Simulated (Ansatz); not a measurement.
## CdTe under strain — electric field gradients

The cell is a COD entry, relaxed with PBE at fixed cell and then changed (z stretched by 2 %, ions relaxed).

```xyz
2
Lattice="0.0000 3.1400 3.2028 3.1400 0.0000 3.2028 3.1400 3.1400 0.0000" Properties=species:S:1:pos:R:3 pbc="T T T"
Cd    0.0000    0.0000    0.0000
Te    1.5700    1.5700    1.6014
```

Sites (sets of like atoms) are named by element and the number of their first atom in this list.

The numbers come from a DFT calculation in Ansatz (PBE, plane waves and PAW, scalar-relativistic, 420 eV cutoff, Γ-centred 12×12×12 k-points, Fermi–Dirac smearing 0.02 eV).

Conventions: |V_zz| ≥ |V_yy| ≥ |V_xx|, η = (V_xx − V_yy)/V_zz, C_Q = eQV_zz/h.

```csv
site,atoms (order as listed),first shell,"V_xx, V_yy, V_zz (10²¹ V/m²)",η,C_Q (MHz)
Cd,1,4 Te at 2.74 Å,"0.28, 0.28, -0.57",0.00,–
Te,2,4 Cd at 2.74 Å,"-0.62, -0.62, 1.24",0.00,–
```

An axis of threefold or higher order runs through Cd and Te, so V_zz lies along it and η is zero.

Cd, Te have no stable isotope with a ground-state quadrupole moment in the table, so no C_Q is given.

Without spin–orbit coupling the gradients at and beside Te can be off by some per cent, at some sites by more. At this changed cell the PBE pressure is 7 GPa.
